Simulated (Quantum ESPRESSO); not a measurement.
## P: zone-centre phonons under several settings

```
P
1.0
     1.64774   -5.46504    0.00000
     1.64774    5.46504    0.00000
     0.00000    0.00000    4.54364
P
4
Direct
  0.90414 0.09586 0.58882
  0.09586 0.90414 0.41118
  0.59586 0.40414 0.08882
  0.40414 0.59586 0.91118
```

All runs used Quantum ESPRESSO 7.5; potentials PseudoDojo 0.4.1 SR PBE standard; k mesh 7 × 7 × 5; no spin polarisation; cutoff 599 eV.

```tsv
level	geometry	occupations	volume (Å³/atom)	pressure (GPa)	lowest optical mode without the field (cm⁻¹)	highest optical mode without the field (cm⁻¹)
PBE+D3(BJ)	relaxed cell	gaussian, width 0.136 eV	17.57	0.0	74	458
RPBE	given cell, atoms relaxed	smeared at first, fixed for the response	20.46	?	?	?
```

Problem. What stands in the row left open?

Solution. Pressure 2.1 GPa; lowest optical mode without the field 124 cm⁻¹; highest optical mode without the field 461 cm⁻¹.

Caveats: the mesh is thin for the phonons of a metal (some runs); pairwise dispersion overbinds metals, which lowers pressure and volume (some runs); the potentials were made for another functional, which shifts forces and pressure (some runs); this smearing can shift energies of a crystal with a gap (some runs); on a mesh that holds Γ this program's dielectric tensor can be off by some percent beyond the error of the mesh (some runs).

For the row left open. Caveat: the potentials were made for another functional, which shifts forces and pressure; this smearing can shift energies of a crystal with a gap; on a mesh that holds Γ this program's dielectric tensor can be off by some percent beyond the error of the mesh.
